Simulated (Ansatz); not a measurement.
Crystal: As, simple cubic type, 1 atom in the cell.

These are results of Ansatz 0.2.0 development build, PBE, plane waves, PAW datasets (generated soft set 1), not measurements.

Cutoff 420 eV; k-mesh 40×40×40 Γ-centred; Fermi–Dirac smearing of 0.0612 eV; no spin polarisation.

What equilibrium volume, lattice constant and bulk modulus does this give?

V₀ = 20.371 Å³/atom (a₀ = 2.731 Å), B₀ = 77.8 GPa, B₀′ = 4.28. The points behind the fit:

```csv
V (Å³/atom),a (Å),E − E(min) (meV/atom),P (GPa)
19.133,2.6746,20.38,5.58
19.540,2.6935,8.84,3.54
19.947,2.7120,2.21,1.71
20.354,2.7304,0.00,0.06
20.762,2.7484,1.76,-1.42
21.169,2.7663,7.09,-2.75
21.576,2.7839,15.64,-3.96
```

The published all-electron PBE values for this crystal (mean of FLEUR and WIEN2k, k-spacing 0.06 Å⁻¹; Bosoni et al., Nat. Rev. Phys. 6, 45 (2024)) are V₀ = 20.368 Å³/atom, B₀ = 77.8 GPa, B₀′ = 4.28.

The stress includes the program's correction for the finite plane-wave basis.

This cubic structure is a model: it isn't the usual form of the substance at ambient conditions, and such phases are metastable or hypothetical.
